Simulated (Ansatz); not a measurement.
Runs of Ansatz 0.2.0 on CdS (Greenockite). It takes space group P6_3mc (No. 186, hexagonal). The conventional cell has a = 4.150 Å, b = 4.150 Å, c = 6.737 Å, α = 90.00°, β = 90.00°, γ = 120.00°. Cd (site symmetry 3m) is surrounded by 4 S at 2.53 to 2.54 Å. S (site symmetry 3m) is surrounded by 4 Cd at 2.53 to 2.54 Å. 

| task | level | spin | cell | k mesh | cutoff (eV) | smearing | points for each segment of the path | gap on the mesh (eV) | pressure (GPa) | relaxed volume (Å³/atom) | largest force (eV/Å) |
| --- | --- | --- | --- | --- | --- | --- | --- | --- | --- | --- | --- |
| single point | PBE | off | as given | 7 × 7 × 4 | 420 | gaussian 0.013 eV | - | 1.20 | 2.1 | - | 0.07 |
| single point | PBE | off | as given | 7 × 7 × 4 | 420 | gaussian 0.015 eV | - | 1.20 | 2.1 | - | 0.07 |
| single point | PBE | off | as given | 7 × 7 × 4 | 420 | gaussian 0.016 eV | - | 1.20 | 2.1 | - | 0.07 |
| single point | PBE | off | as given | 7 × 7 × 4 | 420 | gaussian 0.026 eV | - | 1.20 | 2.1 | - | 0.07 |
| band structure | revPBE | off | as given | 7 × 7 × 4 | 420 | fermi-dirac 0.05 eV | 14 | (b) | 3.7 | - | 0.07 |
| Born charges and dielectric tensor | PBE | off | as given | 7 × 7 × 4 | 420 | fixed | - | 1.20 | - | - | - |
| relaxation of cell and atoms | LDA | off | relaxed | 7 × 7 × 4 | 420 | fermi-dirac 0.05 eV | - | (d) | 0.0 | 23.86 | 0.01 |
| band structure | LDA | off | as given | 7 × 7 × 4 | 420 | fermi-dirac 0.05 eV | 14 | 0.91 | (c) | - | 0.06 |
| band structure | r2SCAN | SOC, no magnetisation | as given | 5 × 5 × 3 | 500 | fermi-dirac 0.05 eV | 14 | 1.64 | 0.6 | - | 0.07 |
| relaxation of cell and atoms | PBEsol+D3(BJ) | off | relaxed | 7 × 7 × 4 | 420 | fermi-dirac 0.05 eV | - | (a) | 0.0 | 24.01 | 0.01 |
| single point | PBE | off | as given | 7 × 7 × 4 | 420 | gaussian 0.027 eV | - | 1.20 | 2.1 | - | 0.07 |
| single point | PBE | off | as given | 7 × 7 × 4 | 420 | gaussian 0.021 eV | - | 1.20 | 2.1 | - | 0.07 |

Alike in all rows: potentials or basis Ansatz PAW.

Task: Estimate the missing entries.

Result: (a) 1.15; (b) 1.33; (c) -3.1; (d) 1.03.

Caveats: odd divisions of the mesh miss points on the zone boundary, where band edges often lie, so the gap on the mesh can be too wide (some runs); the PAW data sets come from PBE, with cores solved anew for the run's functional, which leaves a small shift of forces and pressure (some runs); the plane-wave basis is chosen anew once the cell has moved, so the energies of steps on either side of that aren't comparable (some runs).

A k mesh can miss the band edges, and rows without SOC leave out spin-orbit coupling on Cd.
